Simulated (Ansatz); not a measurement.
# Two states of CuO

```
Cu O
1.0
     3.19838    1.71266   -5.06475
     2.34475   -1.71266    0.00000
     1.49111    1.71266    5.06475
Cu O
4 4
Cartesian
  1.1724 0.8563 0.0000
  3.5171 2.5690 0.0000
  3.0903 0.8563 2.5324
  3.9439 0.8563 -2.5324
  2.1313 -0.2812 1.2662
  4.4761 1.4314 1.2662
  2.5582 0.2812 -1.2662
  4.9029 1.9939 -1.2662
```

Method: LDA, with U = 3.81 eV and J = 0.89 eV on Cu d (all-electron-ortho-atomic projectors); PAW, plane waves to 420 eV, 4×6×4 Γ-centred mesh, gaussian occupations (width 0.0126 eV) (Ansatz 0.2.0), atoms fixed.

State A: Cu1 down, Cu2 down, Cu3 up, Cu4 up (collinear spin). State B: Cu1 up, Cu2 down, Cu3 up, Cu4 down (collinear spin).

Q: Compare the two self-consistent states.

A: State B is lower by 8.8 meV an atom at zero smearing. So small a gap isn't resolved on this mesh where a state is a metal.

```json
{"state": "A", "free energy (meV/atom)": "8.8", "largest moment in a small sphere (μB)": "0.45", "net moment (μB/cell)": "0.02", "gap on mesh (eV)": "metal", "pressure (GPa)": "-8.8", "largest force (eV/Å)": "0.31"}
{"state": "B", "free energy (meV/atom)": "0.0", "largest moment in a small sphere (μB)": "0.48", "net moment (μB/cell)": "0.00", "gap on mesh (eV)": "0.13", "pressure (GPa)": "-8.7", "largest force (eV/Å)": "0.34"}
```

Origin: a database entry at a rescaled volume. Caveats: the k mesh is coarse if the cell is a metal.
